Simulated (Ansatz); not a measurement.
# TaN (P6/mmm): zero-pressure volume and bulk modulus with PBEsol + D3(BJ)

An exercise on one series of results from a longer session: the logs are not shown, and one member is left open.

Method: DFT PBEsol + D3(BJ), scalar-relativistic, plane waves, PAW, in Ansatz 0.2.0.

## The structure to begin with

It takes space group P6/mmm (No. 191, hexagonal). The conventional cell has a = 5.180 Å, b = 5.180 Å, c = 2.913 Å, α = 90.00°, β = 90.00°, γ = 120.00°. Around Ta (site symmetry 6/mmm) lie 6 N at 2.59 Å and 2 Ta at 2.91 Å. Ta (site symmetry -6m2) is surrounded by 6 N at 2.09 Å. N (site symmetry mmm) has 6 Ta at 2.09 to 2.59 Å in its first shell of neighbours.

Structure file:

```
CELL_PARAMETERS angstrom
5.18035 0.00000 0.00000
-2.59017 4.48631 0.00000
0.00000 0.00000 2.91323
ATOMIC_POSITIONS crystal
Ta 0.00000 0.00000 0.00000
Ta 0.33333 0.66667 0.50000
Ta 0.66667 0.33333 0.50000
N 0.50000 0.00000 0.00000
N 0.50000 0.50000 0.00000
N 0.00000 0.50000 0.00000
```

An earlier run on this cell at PBE gave 10.17 GPa at 11.284 Å³/atom (6×6×8 mesh), no gap, no moment left. The cell is compressed at this level.

The first run:

Contents of input.yaml:

```yaml
crystal:
  lattice:
    - [5.1803463499, 0.0, 0.0]
    - [-2.590173175, 4.4863115394, 0.0]
    - [0.0, 0.0, 2.9132277698]
  atoms:
    - { symbol: Ta, position: [0.0, 0.0, 0.0], spin: 0.05 }
    - { symbol: Ta, position: [0.3333333333, 0.6666666667, 0.5], spin: -0.05 }
    - { symbol: Ta, position: [0.6666666667, 0.3333333333, 0.5], spin: -0.05 }
    - { symbol: "N", position: [0.5, 0.0, 0.0] }
    - { symbol: "N", position: [0.5, 0.5, 0.0] }
    - { symbol: "N", position: [0.0, 0.5, 0.0] }
basis:
  ecutwfc: 420
  ecutrho_ratio: 4
kpoints:
  mp_grid: { grid: [6, 6, 8] }
hamiltonian:
  xc: pbesol
  dispersion: d3bj
scf:
  occupations: { method: gaussian, width: 0.05 }
output:
  forces: true
  stress: true
  eigenvalues: true
  populations: true
magnetization:
  spin_polarized: true
relax:
  f_tol: 0.02
  max_steps: 40
  cell: { stress_tol: 0.2, fix: [volume] }
checkpoint:
  read: start.run
  write: ck
  compress: false
  write_wavefunctions: false
  write_every: 100000
```

start.run holds the state of a PBE run on this cell.

The run is started by

```
$ ansatz run input.yaml --threads 4 --pin off --max-ram 8192MiB --backend cpu --events-out ev --progress --plain --runs-dir out
```

Steps of the session up to this table: At the given cell; Stepping to 10.936 Å³/atom; Stepping to 11.113 Å³/atom; Volume × 0.98 of the new zero; Volume × 1.02 of the new zero; Volume × 0.96 of the new zero; Volume × 1.04 of the new zero.

One of the session's tables, all rows but one given; the rest of the session is left out.

It belongs to the step «Energy and pressure against volume». 

| volume (Å³/atom) | energy (meV/atom) | pressure (GPa) |
| --- | --- | --- |
| 10.669 | 18.44 | 13.90 |
| 10.891 | 4.42 | 6.59 |
| 11.113 | 0.00 | -0.01 |
| 11.335 | ? | ? |
| 11.558 | 16.26 | -11.28 |

Q: Estimate the row for volume (Å³/atom) = 11.335 from the others.

Worked estimate for «energy (meV/atom)». A straight line through the neighbours (11.113, 0.00) and (11.558, 16.26) gives 0.00 + (16.26 − 0.00) × (11.335 − 11.113) / (11.558 − 11.113) = 8.11; a parabola fitted to 3 rows on both sides gives 3.92.

**Answer.** energy (meV/atom): 4.28; pressure (GPa): -5.93. In «energy (meV/atom)» the line misses by +3.83 and the parabola by -0.36.

To keep in mind: Warnings in the runs' records: seeded moment not kept, filled band counts differ across k points.
